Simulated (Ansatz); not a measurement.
WS2, 12 atoms in the cell. The cell holds a slab with vacuum, 12 atoms: a = 3.183 Å, b = 3.183 Å, c = 35.181 Å, α = 90.00°, β = 90.00°, γ = 120.00°. 

* Program: Ansatz 0.2.0
* Task: band structure
* Functional: LDA
* Potentials or basis: Ansatz PAW
* Cutoff: 420 eV (not typed: the program's choice for these potentials)
* k mesh: 10 × 10 × 1
* Occupations: fermi-dirac, width 0.05 eV
* Spin: no spin polarisation
* Path: [["G", "M", "K", "G", "A", "L", "H", "A"], ["L", "M"], ["K", "H"]]
* Points for each segment of the path: 10

Potentials or basis: Ansatz PAW.

Run with:

```console
$ ansatz run input.yaml --threads 4 --pin off --max-ram 11264MiB --backend cpu --events-out ev --progress --plain --runs-dir out
```

Hardware: 4 threads of Arm Neoverse V2, on a shared host.

Task: Estimate the wall time of this run.

Result: Run time: 22 s on 4 threads of Arm Neoverse V2 (shared host), peak memory 1.5 GiB. Counts: scf iterations 10, plane waves 6081, k points 14, bands 82.
